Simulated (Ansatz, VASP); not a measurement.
One calculation of MoS2, two programs

```
Mo S
1.0
     1.57630    0.91032    5.99371
    -1.57681    0.91032    5.99384
    -0.00026   -1.82036    5.99373
Mo S
1 2
Direct
  0.00002 0.00002 0.00002
  0.75363 0.75353 0.75361
  0.57965 0.57975 0.57968
```

Change from the starting cell: all atoms moved at random, sigma 0.15 Å a component; relaxed back.

Alike in both runs: functional PBE; dispersion D3(BJ); k mesh 9 × 9 × 9; occupations gaussian, width 0.05 eV; no spin polarisation.

Ansatz relaxed the structure, and its values are those at the end. VASP's run is a single point on that final structure, the one shown.

|  | VASP | Ansatz |
| --- | --- | --- |
| version | VASP 6.6.1 | Ansatz 0.2.0 |
| potentials or method | VASP PAW PBE potentials, release 64 (Mo_sv, S) | scalar-relativistic, plane waves, PAW |
| plane-wave cutoff (eV) | 520 | 420 |
| valence electrons in the cell | 26 | 26 |

Ansatz gave:

```
gap on the k mesh at the Fermi level (eV) : 0.88
least direct gap on the mesh (eV)         : 1.77
pressure (GPa)                            : 0.0
rms of the force components (eV/Å)        : 0.000
```

What did VASP give for the same quantities?

gap on the k mesh at the Fermi level (eV): 0.90; least direct gap on the mesh (eV): 1.77; pressure (GPa): -0.1; rms of the force components (eV/Å): 0.006.

Caveats: an odd mesh through Γ misses points on the zone boundary, where band edges often lie.
